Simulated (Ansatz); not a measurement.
Kick test of a cell of Li

The cell was found from a structure generator's guess, not taken from experiment.

Level of theory: DFT PBE, scalar-relativistic, plane waves, PAW in Ansatz 0.2.0. Plane waves to 420 eV, a k mesh through Γ of 18×18×18 on the computed 4-atom cell and Gaussian smearing (0.10 eV); no spin polarisation.

The cell below (4 atoms, space group I4_1/amd (No. 141)) is relaxed within its symmetry.

```yaml
crystal:
  lattice:
    - [-3.75164, 3.75164, 1.43684]
    - [3.75164, -3.75164, 1.43684]
    - [3.75164, 3.75164, -1.43684]
  atoms:
    - { symbol: Li, position: [0.37500, 0.62500, 0.75000] }
    - { symbol: Li, position: [0.87500, 0.62500, 0.25000] }
    - { symbol: Li, position: [0.37500, 0.12500, 0.75000] }
    - { symbol: Li, position: [0.37500, 0.62500, 0.25000] }
```

For the test a repeat of it with 8 atoms (edges 5.50, 5.50, 5.75 Å) was strained at random (σ = 1.5 % a component), the atoms were moved at random (σ = 0.15 Å), and all was relaxed again on a coarse 4×4×4 mesh (in the run’s order of axes) with 0.20 eV smearing, with no symmetry imposed.

**Question.** What happens?

**Answer.** It doesn't return. The energy falls by 78 meV/atom on that mesh, the volume changes by -0.4 %, and the end has space group C2/m (No. 12) at a loose tolerance. Relaxed again on a 22×22×22 mesh with 0.10 eV smearing, the new structure lies 74 meV/atom below the first (mesh in the axes of the run's cell; the cell below is made exact in the group named). Space group Fm-3m (No. 225), cubic, a = 4.323 Å. Around Li lie 12 Li at 3.06 Å.

```
CELL_PARAMETERS angstrom
0.00000 2.16140 2.16140
2.16140 0.00000 2.16140
2.16140 2.16140 0.00000
ATOMIC_POSITIONS crystal
Li 0.00000 0.00000 0.00000
```
